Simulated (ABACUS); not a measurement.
Input of an ABACUS 3.10.1 run:

Contents of INPUT:

```
INPUT_PARAMETERS
suffix              GaN
calculation         scf
basis_type          lcao
pseudo_dir          ./
orbital_dir         ./
latname             hexagonal
symmetry            1
dft_functional      MGGA_X_R2SCAN+MGGA_C_R2SCAN
ecutwfc             100
pseudo_rcut         10
nspin               1
nbands              28
ks_solver           genelpa
smearing_method     fd
smearing_sigma      0.00367493
scf_thr             1e-07
scf_nmax            100
mixing_type         broyden
mixing_beta         0.7
cal_force           1
cal_stress          1
mixing_tau          1
out_mul             1
out_chg             1
```

File STRU:

```
ATOMIC_SPECIES
Ga 69.7230 Ga_ONCV_PBE-1.2.upf
N 14.0070 N_ONCV_PBE-1.2.upf

NUMERICAL_ORBITAL
Ga_confined-atom_8au_2s2p2d.orb
N_confined-atom_6au_2s2p1d.orb

LATTICE_CONSTANT
6.0093290763

LATTICE_PARAMETERS
1.6245283019

ATOMIC_POSITIONS
Direct

Ga
0.0
2
0.6666666667 0.3333333333 0.5000000000 1 1 1
0.3333333333 0.6666666667 0.0000000000 1 1 1

N
0.0
2
0.6666666667 0.3333333333 0.8750000000 1 1 1
0.3333333333 0.6666666667 0.3750000000 1 1 1
```

KPT

```
K_POINTS
0
Gamma
7 7 4 0 0 0
```

Potentials or basis: SG15 ONCV 1.2 PBE, DZP LCAO (the cutoffs set its grid).

Run with:

```sh
$ OMP_NUM_THREADS=1 mpirun -np 4 abacus > log
```

(1) Predict the largest force.

(2) Predict the band gap on the k mesh.

Results:

(1) 0.111 eV/Å.

(2) 2.33 eV, direct.

Caveat: the atomic orbitals were generated for these runs and aren't a published set; the potentials were made for another functional, which shifts forces and pressure; the basis of atomic orbitals isn't converged, which shifts pressures, moduli and gaps.

**Measured values to compare with.**

“Studying electronic properties in GaN without electrical contacts using γ-γ vs e−-γ Perturbed Angular Correlations”, 2019, pmc:6823545 quotes, for a bulk crystal of GaN: band gap 3.503 ± 0.005 eV (direct).

Measured gap of GaN: 3.503 eV (direct; quoted in “Studying electronic properties in GaN without electrical contacts using γ-γ vs e−-γ Perturbed Angular Correlations”, 2019, pmc:6823545). This calculation gives 2.33 eV (-1.17 eV). Spin-orbit coupling on Ga is left out. The value is that of r2SCAN in an atomic basis (SG15 ONCV 1.2 PBE, DZP LCAO (the cutoffs set its grid)), whose error adds to the functional's,, without temperature or zero-point motion.
